Q: I have a crystal of indium phosphide, and someone tells me its volume. Can I say what pressure it is under without running a calculation?

A: Yes, once you know how the crystal answers to being squeezed. Here is that answer at seven volumes, from density functional theory. The volume is counted per atom, and the shortest distance is the In–P bond length. A negative pressure means that the crystal is held stretched and pulls inward.

Ansatz 0.2.0, density functional theory with the PBE functional, for InP (space group F-43m) in cells scaled uniformly from the r2SCAN geometry. Plane waves to 420 eV with PAW potentials, an 8×8×8 k mesh and Fermi–Dirac smearing of 0.02 eV, without spin polarisation or spin–orbit coupling. Pressure is positive in compression.

```
volume (Å³/atom)  shortest distance (Å)  pressure (GPa)
          23.711                  2.488           8.410
          23.887                  2.494           7.710
          24.629                  2.520           5.030
          25.771                  2.558           1.650
          28.731                  2.652          -4.000
          29.630                  2.680          -5.100
          30.047                  2.692          -5.550
```

Q: The pressure falls as the crystal gets larger. Could I draw a straight line through it?

A: Look first at how quickly it falls. Between the two smallest cells, 0.7 GPa is lost for a volume change of less than 0.2 Å³ per atom. Between the two largest, a volume change more than twice as big costs only 0.45 GPa. The crystal is stiff when squeezed and soft when stretched, and a straight line would miss exactly that.

Q: Why should it get softer as it expands?

A: Think of the energy of the crystal as a contest between attraction and repulsion. The attraction comes from the bonds and from the opposite charges of the ions, and it changes gently with distance. The repulsion comes from electrons confined to a smaller space and from filled shells that begin to overlap; it rises steeply as the atoms approach. Squeezing therefore brings the steep part into play, and stretching lets it fade. This is a general picture of cohesion; the table shows the softening itself, not the separate forces behind it.

Q: How do I turn that into something I can calculate?

A: Measure the stiffness by the bulk modulus B, the pressure gained per relative loss of volume. Taken between neighbouring rows, it drops from about 95 GPa at the compressed end to 32 GPa at the stretched end. Plotted against the mean pressure of each pair of rows, it lies close to a straight line with a slope of about 4.7. So the simplest statement is that stiffness grows in proportion to the pressure added:

B = B₀ + n P

Here P is the pressure, B₀ the bulk modulus at zero pressure, and n the slope.

Q: Is there a simpler system that behaves like this?

A: An ideal gas at constant temperature. Its bulk modulus equals its pressure, so it obeys the same equation with n = 1 and B₀ = 0, and the result is Boyle's law, P proportional to 1/V. The crystal differs in two ways: it is stiff even at zero pressure, and it stiffens much faster. The likeness ends there, because a gas owes its pressure to thermal motion and can't be put under tension.

Q: Then the crystal should have its own Boyle's law.

A: It does, and the steps are short. By definition B = −dP/d(ln V), where V is the volume. Setting this equal to B₀ + nP and integrating from V₀, the volume at zero pressure, gives

B₀ + n P = B₀ (V₀/V)ⁿ

P = (B₀/n) [(V₀/V)ⁿ − 1]

This is the Murnaghan equation. For work by hand I round n to 5, which leaves two constants to find.

Q: Where do they come from?

A: From two rows, one on each side of zero pressure. I take the cells at 24.629 and 28.731 Å³ per atom. With n = 5 the rule says that pressure is a straight line in 1/V⁵, so I use the first cell as the unit of volume. Call the slope of that line S and the prefactor B₀/5 T:

(24.629/28.731)⁵ = 0.463

S = (5.03 + 4.00)/(1 − 0.463) = 16.8 GPa

T = 16.8 − 5.03 = 11.8 GPa

The pressure vanishes where the two terms balance, at V₀ = 24.629 × (S/T)^(1/5), or 26.44 Å³ per atom with S and T unrounded. B₀ is five times T, about 59 GPa. With one more digit kept in T, the rule reads

P = 11.78 GPa × [(26.44/V)⁵ − 1]

Q: Let me try it on the largest cell, 30.047 Å³ per atom.

A: Go ahead. Square the ratio twice and multiply by it once more.

Q: I get

26.44/30.047 = 0.880

0.880⁵ = 0.528

P = 11.78 × (0.528 − 1) = −5.56 GPa

The table has −5.55. Was that row used to set the constants?

A: No, only the two inner rows were. Now take the other end, 23.711 Å³ per atom. The ratio is 1.115, its fifth power about 1.72, and the rule gives 11.78 × 0.72, or 8.5 GPa, against a computed 8.41. The rule comes out slightly too high there because the computed stiffening slows a little under compression, while the rule keeps n fixed.

Q: So how far can I trust it across the table?

A: On the five rows that didn't set the constants, it stays within 0.14 GPa, and within 2 percent of each computed pressure. That is not a blind test, since I settled on the exponent after looking at the stiffness along the whole series. A law with constant stiffness, set on the same two rows, is wrong by more than 1 GPa at both ends. The stiffening is thus what makes the estimate work. The analysis printed below gives the comparison row by row.

Q: Does that make the fifth power a law of nature?

A: No. The second-order Birch–Murnaghan equation also has two constants, and on the same two rows it stays within 0.2 GPa of the table. Its slope n is 4 at zero pressure, so the data ask for stiffening of about this strength, not for one particular formula. The fifth power is chosen because it is easy to work out.

Q: What if I know the bond length instead of the volume?

A: Then use the fact that volume goes as the cube of the bond length, so that the fifth power of one becomes the fifteenth power of the other. At zero pressure the rule puts the In–P bond at 2.58 Å. Shortening it by 1 percent costs about 1.9 GPa of pressure, and lengthening it by 1 percent gives about 1.6 GPa of tension. The difference between those two numbers is the stiffening again.

Q: Is it the same material all along the curve? I thought InP was a semiconductor.

A: It is, but in this calculation the band gap shrinks on expansion and is zero in the three largest cells. The functional underestimates the gap, so it closes too early. To see whether the pressure notices, the same fifth-power form, with both constants free, was fitted to the four cells with a gap and then extended to the other three. It predicts about 0.2 GPa too little tension there, a few percent of the pressure. The computed energy levels, interpolated in volume, put the closing almost exactly at the smallest of these three cells. Hardly any electron has changed bands there, yet the fit already misses by 0.18 GPa, and by only a little more in the largest cell. The fixed exponent is therefore the likelier cause, since this fit rests on compressed cells alone, where the stiffening is slower.

Q: Where does the rule stop being useful?

A: On the compressed side, soon after the table ends. At 0.8 V₀ the rule gives 24 GPa and the Birch–Murnaghan equation 21 GPa, although the two nearly agree within the table. Real InP also changes to a denser structure at roughly 10 GPa, a figure I recall only as a rough one, and the constants belong to the old structure.

On the stretched side the failure is one of principle. However far you expand the crystal, the rule keeps it pulling back with a tension that approaches T, about 12 GPa. A real crystal has a greatest tension it can bear, and beyond that it comes apart.

Q: And if I want the pressure in a real piece of InP, or in a related compound?

A: Keep the form and replace the constants. Near zero pressure, an error of 1 percent in V₀ shifts the estimate by about 1 percent of B₀, here 0.6 GPa, and by more under compression, so V₀ deserves the most care. This functional tends to make such crystals a few percent too large and somewhat too soft, and the calculation leaves out thermal motion. For a real sample, take V₀ and B₀ from measurements at its own temperature. For a related compound, do the same and start with an exponent of 4 to 5, as here; that it carries over is an assumption to check.

The analysis program printed:

```
fit of Bloc on 6 rows: constant 57.5 +/- 0.34, coefficient of Pmid 4.719 +/- 0.064; rms 0.662, worst 25.771 -1.31, leave-one-out rms 0.98
Rule and rivals, GPa:
     row  stiffness from row before  mean pressure with row before  (V0/V)^5    rule  rule miss  constant stiffness miss  Birch miss
  23.711                        n/a                            n/a     1.725   8.546     0.1365                   -1.153     -0.1956
  23.887                      94.65                           8.06     1.663   7.809    0.09853                  -0.8869      -0.151
  24.629                      87.61                           6.37     1.427    5.03  1.776e-14                        0  -8.882e-16
  25.771                      74.57                           3.34     1.138   1.621   -0.02921                   0.7232      0.1295
  28.731                      51.97                         -1.175    0.6605      -4  9.326e-15               -8.882e-16   4.441e-16
   29.63                       35.7                          -4.55    0.5662  -5.111   -0.01111                   -0.706     -0.1088
  30.047                       32.2                         -5.325     0.528  -5.561   -0.01135                   -1.075      -0.154
Bulk modulus at zero pressure B0 in the rule, GPa: 58.91
Prefactor B0/5, GPa: 11.78
Volume at zero pressure V0, Å³/atom: 26.44
In-P distance at zero pressure, Å: 2.58
Largest miss of the rule, GPa: 0.1365
Largest miss of the rule, percent of the pressure: 1.771
Largest miss with constant stiffness, GPa: 1.153
Largest miss of Birch law, GPa: 0.1956
Rule, bonds 1 percent longer than at zero pressure, GPa: -1.634
Rule, bonds 1 percent shorter than at zero pressure, GPa: 1.917
Outside the table, rule at 0.8 V0, GPa: 24.17
Outside the table, Birch law at 0.8 V0, GPa: 20.85
fit of pressure on 4 rows (gap > 0.1): constant -11.42 +/- 0.099, coefficient of v5 11.5 +/- 0.066; rms 0.0214, worst 24.629 -0.0343, leave-one-out rms 0.0589
  rows outside the fit (model, value, miss): 28.731 -3.819, -4, 0.181; 29.63 -4.904, -5.1, 0.196; 30.047 -5.344, -5.55, 0.206
```
